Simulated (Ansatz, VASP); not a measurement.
# Al2SiCN2 in two plane-wave programs, part 2 of 2

Aim: how closely do two programs agree when they are given the same cell, functional and k mesh? The structure shown is frame 113 of Ansatz's trajectory.

VASP 6.6.1 and Ansatz 0.2.0.

So far: The structure; Ansatz: dynamics, PBE with D3(BJ).

## Step 3: VASP: single point, PBE with D3(BJ)

Level of this step: PBE with D3(BJ); plane waves and PAW (Al, N, Si, C) (VASP).

The same cell, functional and mesh now go to VASP, with its own data sets.

Lines of VASP's logs that name or quote its potential files are left out, and so is its time.

Input file INCAR:

```
SYSTEM = Al2SiCN2
PREC = Accurate
ENCUT = 520
EDIFF = 1E-06
NELM = 120
ISMEAR = 0
SIGMA = 0.01
LREAL = Auto
ALGO = Normal
GGA = PE
IVDW = 12
NBANDS = 216
LORBIT = 11
LWAVE = .FALSE.
LCHARG = .FALSE.
ISIF = 2
LASPH = .TRUE.
GGA_COMPAT = .FALSE.
EFERMI = MIDGAP
NCORE = 2
```

Input file POSCAR:

```
Al2SiCN2
1.0
   11.2313000000      0.0000000000      0.0000000000
   -5.6156500000      9.7265900000      0.0000000000
    0.0000000000      0.0000000000     20.3500000000
Al N Si C
26 26 13 13
Direct
    0.1433920401      0.1883805116      0.3690171990
    0.2226965779      0.4995275837      0.3465356265
    0.3025102397      0.8057808543      0.3354250614
    0.3810107783      0.1101824997      0.3644717445
    0.4558535066      0.4193864448      0.3553955774
    0.5234492303      0.7200262374      0.3239803440
    0.6057035291      0.0341435179      0.3417051597
    0.6818795092      0.3362021017      0.3394594595
    0.7622357822      0.6438433202      0.3361867322
    0.8328811484      0.9476085658      0.3377297297
    0.9017484747      0.2461705490      0.3504176904
    0.9887927138      0.5748982943      0.3634791155
    0.0667673838      0.8754969625      0.3381474201
    0.1113827093      0.1738841670      0.6654152334
    0.1844960787      0.4821936568      0.6705405405
    0.2634924730      0.7898040320      0.6475724816
    0.3447646306      0.1011556979      0.6442506143
    0.4125620875      0.4009524407      0.6453071253
    0.4934926255      0.7094572713      0.6567960688
    0.5774794722      0.0201303849      0.6450663391
    0.6475810548      0.3267434939      0.6626388206
    0.7266162868      0.6347342697      0.6507616708
    0.8048035069      0.9442877720      0.6643980344
    0.8763498497      0.2503446737      0.6675380835
    0.9564301880      0.5609776911      0.6547862408
    0.0366271837      0.8712919944      0.6329582310
    0.1984301956      0.0523410568      0.3664864865
    0.2717339777      0.3690090772      0.3547518428
    0.3449159858      0.6730930367      0.3196363636
    0.4329991194      0.9848980989      0.3502309582
    0.5027018775      0.2886211920      0.3463046683
    0.5763982371      0.5945351865      0.3351744472
    0.6528612508      0.8967582678      0.3319164619
    0.7371347427      0.2102484015      0.3259557740
    0.8104040678      0.5152370975      0.3427567568
    0.8920371482      0.8297769311      0.3311302211
    0.9645794569      0.1269098420      0.3498034398
    0.0272748566      0.4278991918      0.3737641278
    0.1192144092      0.7473636701      0.3377886978
    0.1673929833      0.0468406708      0.6489484029
    0.2378825459      0.3561885512      0.6683636364
    0.3138640561      0.6629867199      0.6681081081
    0.3995267637      0.9748123443      0.6296904177
    0.4679683146      0.2749267729      0.6537346437
    0.5474028159      0.5856214768      0.6377199017
    0.6261897986      0.8918336231      0.6636855037
    0.7035271842      0.2003374256      0.6560540541
    0.7714595089      0.5046064448      0.6694643735
    0.8527047614      0.8186733480      0.6377051597
    0.9325972739      0.1219235107      0.6790909091
    0.0085325193      0.4286291496      0.6680147420
    0.0836242614      0.7407529257      0.6489385749
    0.7460836931      0.1002715237      0.4972972973
    0.6727173094      0.3316784197      0.4974250614
    0.4365490853      0.0218164845      0.5151547912
    0.5897021277      0.5613992160      0.5173955774
    0.3638125116      0.2579732465      0.5000393120
    0.1320121478      0.9548258948      0.4824766585
    0.5140860754      0.7869356064      0.4992678133
    0.2754594128      0.4835713236      0.4987469287
    0.0535026509      0.1833633370      0.5102653563
    0.8210636311      0.8672926483      0.5119410319
    0.2085839657      0.7274080639      0.4922407862
    0.9891441902      0.4132691930      0.4655872236
    0.8965127929      0.6377363495      0.4948943489
    0.7943151020      0.2773839547      0.4824766585
    0.7217805777      0.5107751021      0.5103587224
    0.4878420196      0.2036273761      0.5032481572
    0.6466721033      0.7457495381      0.5015577396
    0.4081506952      0.4343865630      0.5125503686
    0.1793107691      0.1352992159      0.4969582310
    0.5631765107      0.9728178118      0.5090319410
    0.3341194417      0.6680964243      0.4899361179
    0.1019656547      0.3607430765      0.5062457002
    0.8760598641      0.0496988153      0.5102751843
    0.2535853642      0.8979714371      0.4943144963
    0.0234842886      0.5871019545      0.4778722359
    0.9510762348      0.8198556740      0.4932235872
```

Input file KPOINTS:

```
Automatic mesh
0
Gamma
1 1 1
0 0 0
```

Potentials, in the order of the species: Al, N, Si and C (PBE family, release 64).

The run is started by

```console
mpirun -np 8 vasp_gam
```

Numbers of over 12 decimals in the logs are rounded to 6 here.

The log of the run:

```text
[banner, memory and clock lines left out]
running    8 mpi-ranks, on    1 nodes
[...]
LDA part: xc-table for (Slater+PW92), standard interpolation
 POSCAR, INCAR and KPOINTS ok, starting setup
[...]
entering main loop
       N       E                     dE             d eps       ncg     rms          rms(c)
DAV:   1     0.277019841678E+04    0.27702E+04   -0.13663E+05   440   0.123E+03
DAV:   2    -0.138895900823E+03   -0.29091E+04   -0.27752E+04   632   0.269E+02
DAV:   3    -0.637433803153E+03   -0.49854E+03   -0.49298E+03   568   0.116E+02
DAV:   4    -0.660097337187E+03   -0.22664E+02   -0.22559E+02   528   0.295E+01
[...]
DAV:  26    -0.540604473057E+03   -0.27523E-05   -0.17273E-07   352   0.408E-04    0.983E-05
DAV:  27    -0.540604474177E+03   -0.11208E-05   -0.11237E-07   368   0.321E-04    0.803E-05
DAV:  28    -0.540604474556E+03   -0.37835E-06   -0.55602E-08   368   0.246E-04
   1 F= -.55469214E+03 E0= -.55469214E+03  d E =0.000000E+00
```

Parts of OUTCAR (step 3):

```text
  FREE ENERGIE OF THE ION-ELECTRON SYSTEM (eV)
  ---------------------------------------------------
  free  energy   TOTEN  =      -554.6921423583 eV

  energy  without entropy=     -554.6921423583  energy(sigma->0) =     -554.69214236
```

## Step 4: Differences

Known differences besides the potentials themselves: fixed occupations in Ansatz, narrow Gaussian smearing in VASP; the cutoff is 420 eV in Ansatz and 520 eV in VASP (PREC = Accurate, projectors in real space). Total energies have different zeros and are not compared.

Forces on 10 of the 78 atoms, those with the largest forces and the largest differences (eV/Å; atoms numbered as in POSCAR):

| atom | Ansatz x, y, z | VASP x, y, z |
| --- | --- | --- |
| Al5 | -0.712, -0.091, -0.667 | -0.717, -0.103, -0.675 |
| Al7 | 1.802, -0.590, -0.662 | 1.813, -0.591, -0.670 |
| Al11 | 0.558, 0.199, -0.206 | 0.570, 0.214, -0.204 |
| Al24 | 1.942, 0.090, 0.220 | 1.947, 0.087, 0.221 |
| N28 | 0.012, 0.042, 0.198 | 0.021, 0.032, 0.202 |
| N51 | -1.774, 0.665, -0.169 | -1.779, 0.665, -0.172 |
| Si59 | -0.334, 1.977, 0.093 | -0.334, 1.977, 0.096 |
| Si63 | -0.351, -2.389, -0.728 | -0.346, -2.387, -0.729 |
| C69 | -0.442, -1.815, 0.016 | -0.439, -1.812, 0.020 |
| C72 | 1.868, -0.639, -0.350 | 1.867, -0.640, -0.349 |

The forces differ by 4.5 meV/Å r.m.s., which is 0.7 % of the r.m.s. force of 0.643 eV/Å (both taken over all components). With vacuum in the cell, a pressure given here is an average over mostly empty space and none of the material.

## Step 5: What came out

```yaml
r_m_s_force_difference_single_point_pbe_with_d3_bj: 0.70 % of the r.m.s. force
```

The r.m.s. force difference is 0.70 % of the r.m.s. force (single point, PBE with D3(BJ)), within the 3 % picked in this series as the mark of a large difference. 2 further runs of this series are not shown here. How closely two codes agree says nothing of how well the functional describes the real material.

[Lines on the potential files, build, host, timing and source positions are cut from VASP's logs without a mark.]

[Logs are printed without paths, hosts, clocks, repeated set-up lines and the standing remarks that a program may print on its own settings, such as how far it seeks lower states.]

[Hosts, paths, dates, database ids (printed as entryN), source tags and the programs' standing remarks are cut or masked in the printed files.]
